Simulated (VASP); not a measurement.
VASP 6.6.1 run: BaS

INCAR

```
LREAL = .TRUE.
NBANDS = 15
NELM = 120
SIGMA = 0.02
IBRION = 2
ENCUT = 600
ISIF = 3
LASPH = .TRUE.
LWAVE = .FALSE.
ISMEAR = -1
EDIFF = 1E-7
PREC = Normal
LCHARG = .FALSE.
NSW = 40
GGA = PS
EDIFFG = -5E-3
```

KPOINTS

```
KPOINTS created by Atomic Simulation Environment
0
Gamma
6 6 6
0 0 0
```

POSCAR

```
Ba S
 1.0000000000000000
    -0.0000000000000000    3.2147893013769591    3.2147893013769591
     3.2147893013769591    0.0000000000000000    3.2147893013769591
     3.2147893013769591    3.2147893013769591    0.0000000000000000
 Ba  S
   1   1
Cartesian
  0.0000000000000000 -0.0000000000000000  0.0000000000000000
  3.2147893013769586  3.2147893013769586  3.2147893013769586
```

The recommended PBE PAW datasets give the neutral cell 16 valence electrons.

Command

```
mpirun -np 1 vasp_std
```

Predict the outcome of this run.

It converged. Results: relaxed cell vector lengths 4.481, 4.481, 4.481 Å; relaxed cell volume 63.62 Å³.

OSZICAR

```
N       E                     dE             d eps       ncg     rms          rms(c)
DAV:   1     0.872387776939E+02    0.87239E+02   -0.74111E+03   480   0.104E+03
DAV:   2    -0.600103040794E+01   -0.93240E+02   -0.84612E+02   649   0.171E+02
DAV:   3    -0.110272894098E+02   -0.50263E+01   -0.49919E+01   649   0.435E+01
DAV:   4    -0.111456393903E+02   -0.11835E+00   -0.11833E+00   598   0.650E+00
DAV:   5    -0.111482516048E+02   -0.26122E-02   -0.26122E-02   642   0.814E-01    0.448E+00
DAV:   6    -0.107107261065E+02    0.43753E+00   -0.57775E-01   571   0.460E+00    0.306E+00
DAV:   7    -0.107035054964E+02    0.72206E-02   -0.14039E-01   593   0.208E+00    0.171E+00
DAV:   8    -0.107093881183E+02   -0.58826E-02   -0.20943E-02   522   0.940E-01    0.249E-01
DAV:   9    -0.107086350843E+02    0.75303E-03   -0.28733E-03   627   0.329E-01    0.123E-01
DAV:  10    -0.107091039556E+02   -0.46887E-03   -0.55467E-04   515   0.156E-01    0.284E-02
...
   6 F= -.10713317E+02 E0= -.10713317E+02  d E =-.419807E-02
       N       E                     dE             d eps       ncg     rms          rms(c)
DAV:   1    -0.107135046627E+02   -0.18760E-03   -0.42054E-03   655   0.437E-01    0.795E-02
DAV:   2    -0.107133683451E+02    0.13632E-03   -0.24663E-04   536   0.104E-01    0.300E-02
DAV:   3    -0.107133323154E+02    0.36030E-04   -0.93986E-05   732   0.614E-02    0.138E-02
DAV:   4    -0.107133334200E+02   -0.11046E-05   -0.41427E-06   739   0.135E-02    0.879E-03
DAV:   5    -0.107133351382E+02   -0.17183E-05   -0.13868E-06   740   0.669E-03    0.343E-03
DAV:   6    -0.107133357045E+02   -0.56623E-06   -0.46520E-08   452   0.181E-03    0.329E-04
DAV:   7    -0.107133356623E+02    0.42189E-07   -0.82283E-09   240   0.594E-04
   7 F= -.10713336E+02 E0= -.10713336E+02  d E =-.421658E-02
```

Standard output (part)

```
POSCAR found type information on POSCAR BaS
 POSCAR found :  2 types and       2 ions
|     You have a (more or less) 'small supercell' and for smaller cells       |
|     it is recommended to use the reciprocal-space projection scheme!        |
|     The real-space optimization is not efficient for small cells and it     |
|     is also less accurate ...                                               |
|     Therefore, set LREAL=.FALSE. in the INCAR file.                         |
|     The real-space projection scheme for the treatment of the non-local     |
|     real-space optimization of all non-local projectors! BE WARNED that     |
|     a calculation using the real-space projection scheme together with      |
|     non-local projectors which were not real-space optimized (according     |
|     to the plane-wave cutoff used in this calculation) might give more      |
|     or less inaccurate results. I hope you know what you are doing.         |
 LDA part: xc-table for (Slater+PW92), standard interpolation
 POSCAR, INCAR and KPOINTS ok, starting setup
 WAVECAR not read
 entering main loop
 curvature:   0.00 expect dE= 0.000E+00 dE for cont linesearch  0.000E+00
 search vector abs. value=  0.721E-03
 bond charge predicted
 trial-energy change:   -0.000516  1 .order   -0.000568   -0.000721   -0.000416
 bond charge predicted
 curvature:  -1.18 expect dE=-0.102E-02 dE for cont linesearch -0.102E-02
 ZBRENT: increasing intervall
...
```

```json
{"ionic step": "1", "ΔE (meV/atom)": "0.0", "volume (Å³)": "66.45", "largest force (eV/Å)": "0.000", "pressure (GPa)": "-0.24", "electronic steps": "13"}
{"ionic step": "2", "ΔE (meV/atom)": "-0.3", "volume (Å³)": "65.97", "largest force (eV/Å)": "0.000", "pressure (GPa)": "-0.14", "electronic steps": "8"}
{"ionic step": "3", "ΔE (meV/atom)": "-0.7", "volume (Å³)": "65.32", "largest force (eV/Å)": "0.000", "pressure (GPa)": "-0.27", "electronic steps": "8"}
{"ionic step": "4", "ΔE (meV/atom)": "-1.9", "volume (Å³)": "64.03", "largest force (eV/Å)": "0.000", "pressure (GPa)": "-0.26", "electronic steps": "9"}
{"ionic step": "5", "ΔE (meV/atom)": "3.4", "volume (Å³)": "61.51", "largest force (eV/Å)": "0.000", "pressure (GPa)": "1.87", "electronic steps": "10"}
{"ionic step": "6", "ΔE (meV/atom)": "-2.1", "volume (Å³)": "63.71", "largest force (eV/Å)": "0.000", "pressure (GPa)": "-0.06", "electronic steps": "9"}
{"ionic step": "7", "ΔE (meV/atom)": "-2.1", "volume (Å³)": "63.62", "largest force (eV/Å)": "0.000", "pressure (GPa)": "0.00", "electronic steps": "7"}
```

These settings aren't sound, so the numbers aren't properties of the crystal.

On sound settings the PBEsol relaxation ends at 64.41 Å³.
